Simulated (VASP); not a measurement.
The system is SnSe.

```
CELL_PARAMETERS angstrom
11.42000 0.00000 0.00000
0.00000 4.19000 0.00000
0.00000 0.00000 4.46000
ATOMIC_POSITIONS crystal
Sn 0.12300 0.25000 0.09100
Sn 0.37700 0.75000 0.59100
Sn 0.62300 0.25000 0.40900
Sn 0.87700 0.75000 0.90900
Se 0.35700 0.25000 0.01600
Se 0.14300 0.75000 0.51600
Se 0.85700 0.25000 0.48400
Se 0.64300 0.75000 0.98400
```

| Item | Value |
| --- | --- |
| Program | VASP 6.6.1 |
| Task | relaxation of cell and atoms |
| Functional | PBE |
| Dispersion | D3(BJ) |
| Potentials or basis | VASP PAW PBE potentials, release 64 (Sn_d, Se) |
| Cutoff | 600 eV |
| k mesh | 4 × 8 × 8 |
| Occupations | gaussian, width 0.03 eV |
| Spin | no spin polarisation |

At the start: pressure 0.2 GPa; volume 26.68 Å³/atom.

Question: Where does the relaxation end?

Answer: Over 18 steps the energy falls by 7.1 meV/atom and the volume is 26.23 Å³/atom (-1.7 %); space group Pnma (No. 62, to 0.05 Å).

Step by step:
```csv
step,energy change (eV),largest force (eV/Å),pressure (GPa),volume (Å³)
1,0.0000,0.3326,0.24,213.41
2,-0.0384,0.0662,-0.48,214.60
3,-0.0388,0.0889,-0.43,214.48
4,-0.0446,0.1063,-0.05,212.42
5,-0.0459,0.1207,0.23,210.93
6,-0.0504,0.0911,0.19,210.47
7,-0.0554,0.0199,0.08,209.10
8,-0.0555,0.0183,0.08,209.27
9,-0.0559,0.0287,-0.01,209.72
10,-0.0559,0.0332,-0.07,209.91
11,-0.0559,0.0314,-0.05,209.84
12,-0.0562,0.0247,-0.04,209.83
13,-0.0564,0.0174,-0.01,209.83
14,-0.0563,0.0160,0.04,209.82
15,-0.0564,0.0144,0.01,209.83
16,-0.0565,0.0110,-0.01,209.88
17,-0.0565,0.0102,-0.01,209.88
18,-0.0566,0.0091,-0.01,209.84
```

Final structure:
```xyz
8
Lattice="11.4951 0.0000 0.0000 0.0000 4.1770 0.0000 0.0000 0.0000 4.3704" Properties=species:S:1:pos:R:3 pbc="T T T"
Sn    1.3605    1.0443    0.3900
Sn    4.3871    3.1328    2.5752
Sn    7.1080    1.0443    1.7952
Sn   10.1346    3.1328    3.9804
Se    4.1075    1.0443    0.0897
Se    1.6401    3.1328    2.2748
Se    9.8550    1.0443    2.0955
Se    7.3877    3.1328    4.2807
```
